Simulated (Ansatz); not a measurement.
**TiC (P6_3/mmc)**

The calculation used Ansatz 0.2.0, DFT PBE, scalar-relativistic, plane waves, PAW.

Settings: cutoff 420 eV, Γ-centred mesh 12×12×4 on the computed 8-atom cell, Gaussian smearing of 0.10 eV; no spin polarisation.

The structure is relaxed at this level of theory with its symmetry kept, and needn't be the ground state of this composition.

Space group P6_3/mmc (No. 194). a = 3.101 Å, b = 3.101 Å, c = 9.783 Å, α = 90.00°, β = 90.00°, γ = 120.00°
```tsv
atom	site	symmetry	x	y	z
Ti	2c	-6m2	0.6667	0.3333	0.7500
Ti	2a	-3m.	0.0000	0.0000	0.0000
C	4f	3m.	0.3333	0.6667	0.8755
```

Task: Formation energy from the elements' standard states (uncorrected)?

Result: -0.738 eV/atom.

Task: Kohn–Sham band gap?

Result: none (metal).

Task: Density of states at the Fermi level?

Result: 0.7 states/eV per cell.

Task: Orbital (Löwdin) character within 0.5 eV of the Fermi level?

Result: Ti 3d 64 %, C 2p 33 %.

Task: Bader charge by site (e)?

Result: Ti (2 in the cell) 1.64, Ti (2 in the cell) 1.68, C (4 in the cell) -1.66.

The cell was found from a structure generator's guess, not taken from experiment. Löwdin shares on free-atom orbitals overweight diffuse shells.
